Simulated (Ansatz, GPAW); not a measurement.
**One calculation of CuI, 3 ways**

```
CELL_PARAMETERS angstrom
0.00000 3.03150 3.03150
3.03150 0.00000 3.03150
3.03150 3.03150 0.00000
ATOMIC_POSITIONS crystal
I 0.00000 0.00000 0.00000
Cu 0.75000 0.75000 0.75000
```

Alike in all runs: task single point; functional PBE; k mesh 8 × 8 × 8; occupations gaussian, width 0.03 eV; no spin polarisation; no spin-orbit coupling. Pressure is positive in compression and, in plane waves, holds the error of the finite cutoff, which Ansatz's Pulay term estimates and takes out.

```tsv
program and potentials	plane-wave cutoff (eV)	notes	band gap (eV)	pressure (GPa)
Ansatz, Ansatz PAW	420	18 valence electrons an atom on average; Pulay term of +0.04 GPa included	1.12	0.31
GPAW, GPAW PAW data sets (gpaw-data 1.2.1)	600	9 valence electrons an atom on average	1.14	0.89
Ansatz, all-electron LAPW, scalar-relativistic	-	-	?	?
```

**Question.** Estimate from the other rows what the run with Ansatz, all-electron LAPW, scalar-relativistic gave.

**Answer.** Band gap 1.12 eV; pressure 0.33 GPa. The other rows, which needn't bracket it: band gap 1.12 to 1.14; pressure 0.31 to 0.89.
